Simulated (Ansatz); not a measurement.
**CoO under changes of volume**

One of the cells (11.575 Å³/atom); the others are scaled copies at fixed shape and fractional positions:

```
CELL_PARAMETERS angstrom
3.19765 0.00000 0.00000
-1.59882 2.76924 0.00000
0.00000 0.00000 5.22871
ATOMIC_POSITIONS crystal
Co 0.33333 0.66667 0.50336
Co 0.00000 0.00000 0.00347
O 0.33333 0.66667 0.87156
O 0.00000 0.00000 0.37161
```

Measurements of this composition are mostly on another form, of space group No. 225.

```yaml
Program: Ansatz 0.2.0
Functional: PBEsol
Potentials_or_basis: Ansatz PAW
Cutoff: "420 eV (not typed: the program's choice for these potentials)"
k_mesh: 10 × 10 × 5
Occupations: fermi-dirac, width 0.05 eV
Spin: collinear spin, ferromagnetic start
Starting_moments: "[2.0, 2.0, 0.0, 0.0] μB"
```

```tsv
volume (Å³/atom)	energy over the lowest point (meV/atom)	pressure (GPa)	largest force (eV/Å)
10.881	0.00	-2.8	0.025
11.112	5.85	-5.4	0.060
11.344	15.09	-7.8	0.086
11.575	27.48	-9.9	0.101
11.807	42.75	-11.8	0.109
12.038	?	?	?
12.270	81.00	-15.2	0.109
```

What does the run at 12.038 Å³/atom give?

Energy over the lowest point 60.69 meV/atom; pressure -13.6 GPa; largest force 0.111 eV/Å.

Worked out: A Birch-Murnaghan fit of order 3 (a polynomial in V^(-2/3)) to the other rows has its minimum at 10.64 Å³/atom, just outside them, with B0 = V·E''(V) = 128 GPa and B' = 2.8 at fixed shape and positions, which overstates the stiffness. It gives 60.62 meV/atom at 12.038 Å³/atom, against the run's 60.69, and -dE/dV = -13.3 GPa, against -13.6.

Energies are extrapolated to zero smearing.

Caveats: the PAW data sets come from PBE, with cores solved anew for the run's functional, which leaves a small shift of forces and pressure; the starting moments weren't kept.
